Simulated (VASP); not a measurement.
Input of a VASP 6.6.1 run:

The input INCAR:

```
SYSTEM = SrCl2
  PREC = Accurate
  ENCUT = 520
  EDIFF = 1E-6
  ISMEAR = 0
  SIGMA = 0.05
  LREAL = .False.
  LASPH = .True.
  NELM = 60
  ALGO = Fast
  ISIF = 2
  LWAVE = .False.
  LCHARG = .False.
  GGA = PE
  NBANDS = 19
```

Contents of KPOINTS:

```
regular mesh
0
Gamma
  6 6 6
  0 0 0
```

Contents of POSCAR:

```
SrCl2
1.0
    0.0000000000      3.5332525093      3.3919224089
    3.5332525093      0.0000000000      3.3919224089
    3.5332525093      3.5332525093      0.0000000000
Sr Cl
1 2
Direct
    0.0000000000      0.0000000000      0.0000000000
    0.2500000000      0.2500000000      0.2500000000
    0.7500000000      0.7500000000      0.7500000000
```

Potentials or basis: VASP PAW PBE potentials, release 64 (Sr_sv, Cl).

The run is started by

```bash
$ cat potpaw_PBE.64/Sr_sv/POTCAR potpaw_PBE.64/Cl/POTCAR > POTCAR
$ mpirun -np 1 vasp_std > vasp.out
```

(1) Estimate the band gap on the k mesh.

(2) Estimate the pressure.

## Answers

(1) 5.12 eV, indirect (least direct gap 5.32 eV).

(2) 1.2 GPa.
